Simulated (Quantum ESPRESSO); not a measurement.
# PbO2 (Fm-3m) in Quantum ESPRESSO: equation of state

Aim: energy against volume of PbO2 in PBE, for its equilibrium volume and stiffness.

All numbers are computed with Quantum ESPRESSO 7.5; they aren't measurements. Logs are shortened: lines on timing, memory, paths and dates and some standing lists are left out, and cuts for length are marked.

### Step 1. The crystal as given

Symmetry: Fm-3m, No. 225, cubic system. The conventional cell has a = 5.404 Å, b = 5.404 Å, c = 5.404 Å, α = 90.00°, β = 90.00°, γ = 90.00°. Pb (site symmetry m-3m) has 8 O at 2.34 Å as nearest neighbours. Around O (site symmetry -43m) lie 4 Pb at 2.34 Å.

The cell comes from a database or a generator and needn't be the stable form of this composition.

### Step 2. Single point, PBE, 12.36 Å³/atom

Input file pw.in:

```
&CONTROL
  calculation = 'scf'
  prefix = 'pwscf'
  outdir = './tmp'
  pseudo_dir = './pseudo'
  tprnfor = .true.
  tstress = .true.
  disk_io = 'nowf'
/
&SYSTEM
  ibrav = 0
  nat = 3
  ntyp = 2
  ecutwfc = 55
  ecutrho = 440
  nbnd = 20
  occupations = 'smearing'
  smearing = 'fd'
  degauss = 0.00367493
/
&ELECTRONS
  conv_thr = 6d-10
  electron_maxstep = 120
  mixing_beta = 0.5
/
ATOMIC_SPECIES
Pb   207.2000 Pb.pbe-dn-kjpaw_psl.0.2.2.UPF
O     15.9990 O.pbe-n-kjpaw_psl.0.1.UPF
CELL_PARAMETERS angstrom
   0.0000000000    2.6468338291    2.6468338291
   2.6468338291    0.0000000000    2.6468338291
   2.6468338291    2.6468338291    0.0000000000
ATOMIC_POSITIONS crystal
Pb     0.0000000000    0.0000000000    0.0000000000
O      0.7500000000    0.7500000000    0.7500000000
O      0.2500000000    0.2500000000    0.2500000000
K_POINTS automatic
9 9 9 0 0 0
```

Potentials or basis: SSSP 1.3 efficiency PBE.

The run is started by

```
$ OMP_NUM_THREADS=1 pw.x -in pw.in > pw.out
```

pw.out:

```text
This program is part of the open-source Quantum ESPRESSO suite
     for quantum simulation of materials; please cite
         "P. Giannozzi et al., J. Phys.:Condens. Matter 21 395502 (2009);
         "P. Giannozzi et al., J. Phys.:Condens. Matter 29 465901 (2017);
         "P. Giannozzi et al., J. Chem. Phys. 152 154105 (2020);
     in publications or presentations arising from this work. More details at

     file Pb.pbe-dn-kjpaw_psl.0.2.2.UPF: wavefunction(s)  6S renormalized
     file O.pbe-n-kjpaw_psl.0.1.UPF: wavefunction(s)  2P renormalized
     Message from routine setup:
     using ibrav=0 with symmetry is DISCOURAGED, use correct ibrav instead

     Subspace diagonalization in iterative solution of the eigenvalue problem:
     a serial algorithm will be used

     G-vector sticks info
     --------------------
     sticks:   dense  smooth     PW     G-vecs:    dense   smooth      PW
     Sum        1519     757    241                39189    13803    2397

     Using Slab Decomposition

     bravais-lattice index     =            0
     lattice parameter (alat)  =       7.0736  a.u.
     unit-cell volume          =     250.2688 (a.u.)^3
     number of atoms/cell      =            3
     number of atomic types    =            2
     number of electrons       =        26.00
     number of Kohn-Sham states=           20
     kinetic-energy cutoff     =      55.0000  Ry
     charge density cutoff     =     440.0000  Ry
     scf convergence threshold =      6.0E-10
     mixing beta               =       0.5000
     number of iterations used =            8  plain     mixing
     Exchange-correlation= SLA  PW   PBX  PBC
                           (   1   4   3   4   0   0   0)

     celldm(1)=   7.073601  celldm(2)=   0.000000  celldm(3)=   0.000000
     celldm(4)=   0.000000  celldm(5)=   0.000000  celldm(6)=   0.000000

     crystal axes: (cart. coord. in units of alat)
               a(1) = (   0.000000   0.707107   0.707107 )
               a(2) = (   0.707107   0.000000   0.707107 )
               a(3) = (   0.707107   0.707107   0.000000 )

     reciprocal axes: (cart. coord. in units 2 pi/alat)
               b(1) = ( -0.707107  0.707107  0.707107 )
               b(2) = (  0.707107 -0.707107  0.707107 )
               b(3) = (  0.707107  0.707107 -0.707107 )

     PseudoPot. # 1 for Pb read from file:
     Pb.pbe-dn-kjpaw_psl.0.2.2.UPF
     Pseudo is Projector augmented-wave + core cor, Zval = 14.0
     Generated using "atomic" code by A. Dal Corso  v.5.0.99 svn rev. 10869
     Shape of augmentation charge: PSQ
     Using radial grid of 1281 points,  6 beta functions with:
                l(1) =   0
                l(2) =   0
                l(3) =   1
                l(4) =   1
                l(5) =   2
                l(6) =   2
     Q(r) pseudized with 0 coefficients

     PseudoPot. # 2 for O  read from file:
     O.pbe-n-kjpaw_psl.0.1.UPF
     Pseudo is Projector augmented-wave + core cor, Zval =  6.0
     Generated using "atomic" code by A. Dal Corso  v.5.0.99 svn rev. 10869
     Shape of augmentation charge: BESSEL
     Using radial grid of 1095 points,  4 beta functions with:
                l(1) =   0
                l(2) =   0
                l(3) =   1
                l(4) =   1
     Q(r) pseudized with 0 coefficients

     atomic species   valence    mass     pseudopotential
     Pb               14.00   207.20000     Pb( 1.00)
     O                 6.00    15.99900     O ( 1.00)

     48 Sym. Ops., with inversion, found

   Cartesian axes

     site n.     atom                  positions (alat units)
         1        Pb     tau(   1) = (   0.0000000   0.0000000   0.0000000  )
         2        O      tau(   2) = (   1.0606602   1.0606602   1.0606602  )
         3        O      tau(   3) = (   0.3535534   0.3535534   0.3535534  )

     number of k points=    35  Fermi-Dirac smearing, width (Ry)=  0.0037
                       cart. coord. in units 2pi/alat
        k(    1) = (   0.0000000   0.0000000   0.0000000), wk =   0.0027435
        k(    2) = (   0.0785674   0.0785674  -0.0785674), wk =   0.0219479
        k(    3) = (   0.1571348   0.1571348  -0.1571348), wk =   0.0219479
        k(    4) = (   0.2357023   0.2357023  -0.2357023), wk =   0.0219479
        k(    5) = (   0.3142697   0.3142697  -0.3142697), wk =   0.0219479
        k(    6) = (   0.1571348   0.0000000   0.0000000), wk =   0.0164609
[... 27 lines left out ...]
        k(   34) = (  -0.0000000  -0.4714045   0.6285394), wk =   0.0658436
        k(   35) = (  -0.0785674  -0.3928371   0.7071068), wk =   0.0658436

     Dense  grid:    39189 G-vectors     FFT dimensions: (  48,  48,  48)

     Smooth grid:    13803 G-vectors     FFT dimensions: (  36,  36,  36)

     Initial potential from superposition of free atoms

     starting charge      25.9976, renormalised to      26.0000
     Starting wfcs are   17 randomized atomic wfcs +    3 random wfcs
     Checking if some PAW data can be deallocated...

     Self-consistent Calculation

     iteration #  1     ecut=    55.00 Ry     beta= 0.50
     Davidson diagonalization with overlap
     ethr =  1.00E-02,  avg # of iterations =  7.0

     total energy              =    -953.40867010 Ry
     estimated scf accuracy    <       0.78552664 Ry
[... 12 lines left out ...]
     total energy              =    -953.73035264 Ry
     estimated scf accuracy    <       0.00789332 Ry

     iteration #  4     ecut=    55.00 Ry     beta= 0.50
     Davidson diagonalization with overlap
     c_bands:  1 eigenvalues not converged
     ethr =  3.04E-05,  avg # of iterations =  8.4

     total energy              =    -953.74050212 Ry
     estimated scf accuracy    <       0.00105672 Ry

     iteration #  5     ecut=    55.00 Ry     beta= 0.50
     Davidson diagonalization with overlap
     c_bands:  1 eigenvalues not converged
     ethr =  4.06E-06,  avg # of iterations =  6.6

     total energy              =    -953.74088291 Ry
     estimated scf accuracy    <       0.00039788 Ry

     iteration #  6     ecut=    55.00 Ry     beta= 0.50
     Davidson diagonalization with overlap
     ethr =  1.53E-06,  avg # of iterations =  2.6
[... 60 lines left out ...]
     iteration # 15     ecut=    55.00 Ry     beta= 0.50
     Davidson diagonalization with overlap
     ethr =  6.69E-11,  avg # of iterations =  2.0

     End of self-consistent calculation

          k = 0.0000 0.0000 0.0000 (  1759 PWs)   bands (ev):

    -8.0365  -4.8207  -4.8207  -4.8207  -4.8139  -4.5179  -4.5179   8.7124
     8.9104   8.9104   8.9104   9.6772   9.6772   9.6772  18.1666  18.1666
    18.1666  23.0709  26.9057  26.9057
[... 201 lines left out ...]
    -6.8689  -6.8052  -4.6149  -4.5160  -4.4954  -3.7222  -3.3338   2.6702
     5.9264   7.8744   8.5767  10.5229  10.9357  13.5711  19.3458  20.4141
    20.6824  22.4974  27.5101  29.0528

     the Fermi energy is    10.9895 ev

!    total energy              =    -953.74096962 Ry
     total all-electron energy =    -42064.963220 Ry
     estimated scf accuracy    <          4.3E-11 Ry
     smearing contrib. (-TS)   =      -0.00043131 Ry
     internal energy E=F+TS    =    -953.74053831 Ry

     The total energy is F=E-TS. E is the sum of the following terms:
     one-electron contribution =     -26.47377886 Ry
     hartree contribution      =      37.31080136 Ry
     xc contribution           =     -59.41973927 Ry
     ewald contribution        =    -157.60897233 Ry
     one-center paw contrib.   =    -747.54884921 Ry

     convergence has been achieved in  15 iterations

     Forces acting on atoms (cartesian axes, Ry/au):

     atom    1 type  1   force =    -0.00000000    0.00000000   -0.00000000
     atom    2 type  2   force =    -0.00000000    0.00000000   -0.00000000
     atom    3 type  2   force =     0.00000000   -0.00000000    0.00000000

     Total force =     0.000000     Total SCF correction =     0.000000

     Computing stress (Cartesian axis) and pressure

          total   stress  (Ry/bohr**3)                   (kbar)     P=      111.95
   0.00076104  -0.00000000  -0.00000000          111.95       -0.00       -0.00
  -0.00000000   0.00076104  -0.00000000           -0.00      111.95       -0.00
   0.00000000  -0.00000000   0.00076104            0.00       -0.00      111.95

=------------------------------------------------------------------------------=
   JOB DONE.
=------------------------------------------------------------------------------=
```

It took 50 s on 1 thread of Intel Xeon Platinum 8259CL at 2.50GHz (Skylake/Cascade Lake), shared host; peak memory 0.22 GiB.

Results:

```yaml
Free_energy: -12976.3070 eV
Pressure: 11.2 GPa
Band_gap_on_the_k_mesh: none (metal or under the smearing width)
```

### Step 3. Single point, PBE, 12.63 Å³/atom

Changes to pw.in since step 2:

```diff
@@ -29,5 +29,5 @@
 CELL_PARAMETERS angstrom
-   0.0000000000    2.6468338291    2.6468338291
-   2.6468338291    0.0000000000    2.6468338291
-   2.6468338291    2.6468338291    0.0000000000
+   0.0000000000    2.6654741181    2.6654741181
+   2.6654741181    0.0000000000    2.6654741181
+   2.6654741181    2.6654741181    0.0000000000
 ATOMIC_POSITIONS crystal
```

Potentials or basis: SSSP 1.3 efficiency PBE.

The run is started by

```
$ OMP_NUM_THREADS=1 pw.x -in pw.in > pw.out
```

Wall time 50 s (1 thread of Intel Xeon Platinum 8259CL at 2.50GHz (Skylake/Cascade Lake), shared host); peak memory 0.23 GiB.

Results (log left out):

| Item | Value |
| --- | --- |
| Free energy | -12976.3545 eV |
| Pressure | 7.5 GPa |
| Band gap on the k mesh | none (metal or under the smearing width) |

### Step 4. Single point, PBE, 12.89 Å³/atom

Changes to pw.in since step 3:

```diff
@@ -29,5 +29,5 @@
 CELL_PARAMETERS angstrom
-   0.0000000000    2.6654741181    2.6654741181
-   2.6654741181    0.0000000000    2.6654741181
-   2.6654741181    2.6654741181    0.0000000000
+   0.0000000000    2.6838572791    2.6838572791
+   2.6838572791    0.0000000000    2.6838572791
+   2.6838572791    2.6838572791    0.0000000000
 ATOMIC_POSITIONS crystal
```

The run is started by

```
$ OMP_NUM_THREADS=1 pw.x -in pw.in > pw.out
```

Wall time 50 s (1 thread of Intel Xeon Platinum 8259CL at 2.50GHz (Skylake/Cascade Lake), shared host); peak memory 0.23 GiB.

The run converged. Its results:

```
Free energy            : -12976.3846 eV
Pressure               : 4.1 GPa
Band gap on the k mesh : none (metal or under the smearing width)
```

### Step 5. Single point, PBE, 13.15 Å³/atom

Changes to pw.in since step 4:

```diff
@@ -29,5 +29,5 @@
 CELL_PARAMETERS angstrom
-   0.0000000000    2.6838572791    2.6838572791
-   2.6838572791    0.0000000000    2.6838572791
-   2.6838572791    2.6838572791    0.0000000000
+   0.0000000000    2.7019920000    2.7019920000
+   2.7019920000    0.0000000000    2.7019920000
+   2.7019920000    2.7019920000    0.0000000000
 ATOMIC_POSITIONS crystal
```

The run is started by

```
$ OMP_NUM_THREADS=1 pw.x -in pw.in > pw.out
```

Run time: 50 s. Hardware: 1 thread of Intel Xeon Platinum 8259CL at 2.50GHz (Skylake/Cascade Lake), shared host; peak memory 0.23 GiB.

The run converged. Its results:

```
Free energy            : -12976.3992 eV
Pressure               : 1.2 GPa
Band gap on the k mesh : none (metal or under the smearing width)
```

### Step 6. Single point, PBE, 13.41 Å³/atom

Changes to pw.in since step 5:

```diff
@@ -29,5 +29,5 @@
 CELL_PARAMETERS angstrom
-   0.0000000000    2.7019920000    2.7019920000
-   2.7019920000    0.0000000000    2.7019920000
-   2.7019920000    2.7019920000    0.0000000000
+   0.0000000000    2.7198865082    2.7198865082
+   2.7198865082    0.0000000000    2.7198865082
+   2.7198865082    2.7198865082    0.0000000000
 ATOMIC_POSITIONS crystal
```

Potentials or basis: SSSP 1.3 efficiency PBE.

The run is started by

```
$ OMP_NUM_THREADS=1 pw.x -in pw.in > pw.out
```

Run time: 48 s. Hardware: 1 thread of Intel Xeon Platinum 8259CL at 2.50GHz (Skylake/Cascade Lake), shared host; peak memory 0.23 GiB.

Results (log left out):

| Property | Result |
| --- | --- |
| Free energy | -12976.4001 eV |
| Pressure | -1.4 GPa |
| Band gap on the k mesh | none (metal or under the smearing width) |

### Step 7. Single point, PBE, 13.68 Å³/atom

Changes to pw.in since step 6:

```diff
@@ -29,5 +29,5 @@
 CELL_PARAMETERS angstrom
-   0.0000000000    2.7198865082    2.7198865082
-   2.7198865082    0.0000000000    2.7198865082
-   2.7198865082    2.7198865082    0.0000000000
+   0.0000000000    2.7375486038    2.7375486038
+   2.7375486038    0.0000000000    2.7375486038
+   2.7375486038    2.7375486038    0.0000000000
 ATOMIC_POSITIONS crystal
```

The run is started by

```
$ OMP_NUM_THREADS=1 pw.x -in pw.in > pw.out
```

It took 48 s on 1 thread of Intel Xeon Platinum 8259CL at 2.50GHz (Skylake/Cascade Lake), shared host; peak memory 0.24 GiB.

The run converged. Its results:

| Item | Value |
| --- | --- |
| Free energy | -12976.3887 eV |
| Pressure | -3.8 GPa |
| Band gap on the k mesh | none (metal or under the smearing width) |

### Step 8. Single point, PBE, 13.94 Å³/atom

Changes to pw.in since step 7:

```diff
@@ -29,5 +29,5 @@
 CELL_PARAMETERS angstrom
-   0.0000000000    2.7375486038    2.7375486038
-   2.7375486038    0.0000000000    2.7375486038
-   2.7375486038    2.7375486038    0.0000000000
+   0.0000000000    2.7549856893    2.7549856893
+   2.7549856893    0.0000000000    2.7549856893
+   2.7549856893    2.7549856893    0.0000000000
 ATOMIC_POSITIONS crystal
```

The run is started by

```
$ OMP_NUM_THREADS=1 pw.x -in pw.in > pw.out
```

Wall time 64 s (1 thread of Intel Xeon Platinum 8259CL at 2.50GHz (Skylake/Cascade Lake), shared host); peak memory 0.24 GiB.

It converged, with:

* Free energy: -12976.3664 eV
* Pressure: -5.8 GPa
* Band gap on the k mesh: none (metal or under the smearing width)

### Step 9. Equation of state, PBE

Potentials or basis: SSSP 1.3 efficiency PBE.

No new run: the results of the series are fitted here.

Results:

```
Equilibrium volume                      : 13.30 Å³/atom
Bulk modulus                            : 132 GPa
Pressure derivative of the bulk modulus : 5.0
```

Energy against volume, from the lowest point:
| volume (Å³/atom) | energy (meV/atom) |
| --- | --- |
| 12.362 | 31.04 |
| 12.625 | 15.19 |
| 12.888 | 5.15 |
| 13.151 | 0.28 |
| 13.414 | 0.00 |
| 13.677 | 3.80 |
| 13.940 | 11.22 |

The run has no spin-orbit coupling, so splittings on Pb are missing.
